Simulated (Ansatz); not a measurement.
**Two Ansatz runs on CdS**

The cell is COD entry 1011260, as deposited and not checked against the literature; nothing was relaxed. It is an old determination, and later ones may differ. The listed cell was then made from it by scaling, straining or moving an atom.

First run: DFT, PBE, PAW with Ansatz's default frozen-core files, scalar-relativistic (Ansatz 0.2.0).

Command: `ansatz run input.yaml --threads 1 --pin off --max-ram 2048MiB --backend cpu --events-out ev --progress --plain --runs-dir out` The run took 4 s on 1 thread of Arm Neoverse V2 (shared host), peak memory 0.34 GiB.

```yaml
crystal:
  lattice:
    - [0.0, 2.8511009115, 2.8511009115]
    - [2.8511009115, 0.0, 2.8511009115]
    - [2.8511009115, 2.8511009115, 0.0]
  atoms:
    - { symbol: Cd, position: [0.0, 0.0, 0.0] }
    - { symbol: S, position: [0.75, 0.75, 0.75] }
kpoints:
  mp_grid: { grid: [9, 9, 9] }
scf:
  occupations: { method: fermi_dirac, width: 0.03 }
hamiltonian:
  xc: pbe
  pseudopotentials: { kind: paw }
output:
  forces: true
  stress: true
  eigenvalues: true
  efg: { contact_densities: true }
```

Result: converged; pressure 8.07 GPa; gap on the k mesh 1.29 eV (the mesh can miss the band edges); 6 SCF iterations.

The input is then changed:

```diff
@@ -10,8 +10,8 @@
   mp_grid: { grid: [9, 9, 9] }
 scf:
-  occupations: { method: fermi_dirac, width: 0.03 }
+  occupations: { method: methfessel_paxton, width: 0.005 }
 hamiltonian:
   xc: pbe
-  pseudopotentials: { kind: paw }
+  pseudopotentials: { kind: paw_fr }
 output:
   forces: true
@@ -19,3 +19,6 @@
   eigenvalues: true
   efg: { contact_densities: true }
+magnetization:
+  noncollinear: true
+  spin_orbit: true
```

Problem. Predict the outcome of the changed run.

Solution. It converged; pressure 7.99 GPa; gap on the k mesh 1.27 eV (the mesh can miss the band edges); 7 SCF iterations.
